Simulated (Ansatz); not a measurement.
MoP under changes of volume

One of the cells (14.353 Å³/atom); the others are scaled copies at fixed shape and fractional positions:

```
CELL_PARAMETERS angstrom
3.22300 0.00000 0.00000
-1.61150 2.79120 0.00000
0.00000 0.00000 3.19100
ATOMIC_POSITIONS crystal
Mo 0.00000 0.00000 0.00000
P 0.33333 0.66667 0.50000
```

| Quantity | Value |
| --- | --- |
| Program | Ansatz 0.2.0 |
| Functional | LDA |
| Potentials or basis | Ansatz PAW |
| Cutoff | 420 eV (not typed: the program's choice for these potentials) |
| k mesh | 10 × 10 × 8 |
| Occupations | fermi-dirac, width 0.05 eV |
| Spin | no spin polarisation |

| volume (Å³/atom) | energy over the lowest point (meV/atom) | pressure (GPa) |
| --- | --- | --- |
| 13.492 | ? | ? |
| 13.779 | 0.00 | 2.4 |
| 14.066 | 0.40 | -2.7 |
| 14.353 | 9.55 | -7.4 |
| 14.640 | 26.54 | -11.5 |
| 14.927 | 50.54 | -15.2 |
| 15.214 | 80.79 | -18.5 |

Task: What does the run at 13.492 Å³/atom give?

Result: Energy over the lowest point 9.39 meV/atom; pressure 8.2 GPa.

Worked out: A Birch-Murnaghan fit of order 3 (a polynomial in V^(-2/3)) to the other rows has its minimum at 13.91 Å³/atom with B0 = V·E''(V) = 252 GPa and B' = 4.4 at fixed shape and positions, which overstates the stiffness. It gives 9.41 meV/atom at 13.492 Å³/atom, against the run's 9.39, and -dE/dV = 8.2 GPa, against 8.2.

Energies are extrapolated to zero smearing.

Caveats: the PAW data sets come from PBE, with cores solved anew for the run's functional, which leaves a small shift of forces and pressure.
